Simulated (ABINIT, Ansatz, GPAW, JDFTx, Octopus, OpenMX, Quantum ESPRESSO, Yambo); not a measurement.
**AlN: band gap by level of theory**

It takes space group P6_3mc (No. 186, hexagonal). The conventional cell has a = 3.113 Å, b = 3.113 Å, c = 4.981 Å, α = 90.00°, β = 90.00°, γ = 120.00°. Al (site symmetry 3m) is surrounded by 4 N at 1.89 Å. N (site symmetry 3m) is surrounded by 4 Al at 1.89 Å.

```csv
rung,level,program and potentials,cutoff (eV),k mesh,task,core time,chip,band gap (eV),notes
Hartree-Fock,Hartree-Fock on LDA,"Yambo, PseudoDojo 0.4.1 SR LDA standard",1143,3 × 3 × 4,Hartree-Fock levels,0.37 s,Arm Neoverse V2,12.97,coarse mesh; 4 valence electrons an atom on average
GGA,PBEsol,"Ansatz, Ansatz PAW (files of its older set among them)",900,10 × 10 × 6,single point,9.5 s,Intel Xeon,4.14,"potentials made for PBE, which Ansatz adapts in part; 8 valence electrons an atom on average"
GGA,PBEsol,"Ansatz, JTH PAW",1320,10 × 10 × 6,single point,11 s,Intel Xeon,4.12,potentials made for PBE; 4 valence electrons an atom on average
GGA,PBEsol,"Quantum ESPRESSO, GBRV 1.5 PBEsol",612,10 × 10 × 6,single point,18 s,Arm Neoverse V2,4.12,4 valence electrons an atom on average
GGA,PW91,"GPAW, PAW data sets generated for this functional",800,7 × 7 × 4,band structure,29 s,AMD EPYC 9R45 Zen 5,4.27,4 valence electrons an atom on average
Hartree-Fock,Hartree-Fock on PBE,"Yambo, PseudoDojo 0.4.1 SR PBE standard",1143,6 × 6 × 4,Hartree-Fock levels,31 s,Arm Neoverse V2,12.56,4 valence electrons an atom on average
non-local van der Waals functional,C09-vdW,"GPAW, GPAW PAW data sets (gpaw-data 1.2.1)",800,7 × 7 × 4,band structure,32 s,AMD EPYC 9R14 Zen 4,4.28,potentials made for PBE; 4 valence electrons an atom on average
GGA,PBEsol,"Ansatz, all-electron LAPW, scalar-relativistic",-,10 × 10 × 6,band structure,38 s,Arm Neoverse V2,4.14,-
GGA,PBEsol,"JDFTx, PseudoDojo-SR-PBEsol-0.4.1-standard with smoothed tails",1143,10 × 10 × 6,band structure,40 s,Arm Neoverse V1,4.14,4 valence electrons an atom on average; from the band path
LDA,LDA,"JDFTx, PseudoDojo-SR-LDA-0.4.1-standard with smoothed tails",1143,10 × 10 × 6,band structure,40 s,Arm Neoverse V1,4.26,4 valence electrons an atom on average; from the band path
GGA,SOGGA,"GPAW, PAW data sets generated for this functional",800,7 × 7 × 4,band structure,41 s,AMD EPYC 9R14 Zen 4,4.16,4 valence electrons an atom on average
meta-GGA,r2SCAN,"GPAW, GPAW PAW data sets (gpaw-data 1.2.1)",800,7 × 7 × 4,band structure,87 s,AMD EPYC 9R14 Zen 4,4.95,potentials made for PBE; 4 valence electrons an atom on average
GGA,PBE,"ABINIT, SPMS NC PBE v1.0",925,10 × 10 × 6,band structure,92 s,Arm Neoverse V1,(a),4 valence electrons an atom on average
meta-GGA,rSCAN,"GPAW, GPAW PAW data sets (gpaw-data 1.2.1)",800,7 × 7 × 4,band structure,1.7 min,AMD EPYC 9R14 Zen 4,4.93,potentials made for PBE; 4 valence electrons an atom on average
GGA,PBE,"OpenMX, OpenMX 2013 PBE set, Al7.0-s2p2d1, N6.0-s2p2d1, grid cutoff 400 Ry",-,7 × 7 × 5,band structure,1.9 min,AMD EPYC 9R45 Zen 5,4.89,atomic basis; 4 valence electrons an atom on average
GGA,PBE,"OpenMX, OpenMX 2013 PBE set, Al7.0-s3p2d2, N6.0-s3p2d2, grid cutoff 400 Ry",-,11 × 11 × 7,band structure,4.1 min,AMD EPYC 9R45 Zen 5,4.74,atomic basis; 4 valence electrons an atom on average
model potential,TB-mBJ,"GPAW, GPAW PAW data sets for LDA (gpaw-data 1.2.1)",800,8 × 8 × 6,single point,4.6 min,Arm Neoverse N1,5.76,"potentials made for LDA; 4 valence electrons an atom on average; far from this level's other runs, cause not traced"
meta-GGA,r2SCAN,"GPAW, GPAW PAW data sets (gpaw-data 1.2.1)",800,8 × 8 × 5,band structure,6 min,Arm Neoverse N1,4.95,potentials made for PBE; 4 valence electrons an atom on average
GGA,PBEsol,"Octopus, pseudodojo_pbesol (PseudoDojo 0.4, PBEsol)",-,10 × 10 × 6,single point,8.7 min,Intel Xeon 6975P-C Granite Rapids,4.14,4 valence electrons an atom on average
```

Times are single runs on shared hosts and different chips, so they are rough; meshes, cutoffs and the tasks' sizes weigh on the time. All rows: no spin polarisation. Gaps are the least found on the k mesh or the band path, and a mesh can miss the band edges. The cell comes from a database and isn't always the measured one. Meshes differ between rows, which moves values too. All levels ran on this one cell, unrelaxed unless noted. Meshes are those of the run's cell of 4 atoms unless a note names another. Runs on faulty files, with rough fits or with known faults for this quantity aren't shown. No row holds spin-orbit coupling.

Question: Estimate the value left out from the other rows.

Answer: (a) 4.23 eV.
